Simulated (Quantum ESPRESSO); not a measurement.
Crystal: V.

```xyz
1
Lattice="-1.5144 1.5144 1.5144 1.5144 -1.5144 1.5144 1.5144 1.5144 -1.5144" Properties=species:S:1:pos:R:3 pbc="T T T"
V     0.0000    0.0000    0.0000
```

Base run:

- Program: Quantum ESPRESSO 7.5
- Functional: PBE
- Potentials or basis: PseudoDojo 0.4.1 SR PBE standard
- Cutoff: 1143 eV
- Density cutoff: 4572 eV
- k mesh: 12 × 12 × 12
- Occupations: fermi-dirac, width 0.05 eV
- Spin: collinear spin, ferromagnetic start
- Starting moments: [2.0] μB

Its results: band gap on the k mesh, mean-field level none (metal or under the smearing width); net moment 0.00 μB per cell.

Problem. The run is repeated on the same cell with these changes: k mesh from 12 × 12 × 12 to 6 × 6 × 6. What comes out?

Solution. Band gap on the k mesh, mean-field level none (metal or under the smearing width); net moment 0.63 μB per cell.

Caveats: some runs use coarse meshes.

Not every run made on this cell is shown here.
